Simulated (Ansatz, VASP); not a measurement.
# Two plane-wave programs on BeTe

```
Be Te
1.0
     0.00000    2.64339    2.64339
     2.64339    0.00000    2.64339
     2.64339    2.64339    0.00000
Be Te
1 1
Direct
  0.00000 0.00000 0.00000
  0.75000 0.75000 0.75000
```

Alike in both runs: functional PBEsol; k mesh 8 × 8 × 8; no spin polarisation.

Ansatz relaxed the structure, and its values are those at the end. VASP's run is a single point on that final structure, the one shown.

```csv
,VASP,Ansatz
version,VASP 6.6.1,Ansatz 0.2.0
potentials or method,"VASP PAW PBE potentials, release 64 (Be, Te)","PAW with Ansatz's default frozen-core files, scalar-relativistic"
plane-wave cutoff (eV),520,420
occupations,"gaussian, width 0.01 eV",fixed
valence electrons in the cell,8,18
```

```csv
,VASP,Ansatz,Ansatz less VASP
gap on the k mesh at the Fermi level (eV),1.32,1.35,+0.026
pressure (GPa),15.4,15.0,-0.47
```

The two sets of potentials don't hold the same shells in valence.

Caveats: so large a pressure means that the cell lies far from this level's equilibrium, or that cutoff or potentials fall short (VASP); the potentials were made for another functional, which shifts forces and pressure (VASP); spin-orbit coupling is left out, which moves the levels of the heavy elements. A k mesh can miss the band edges.
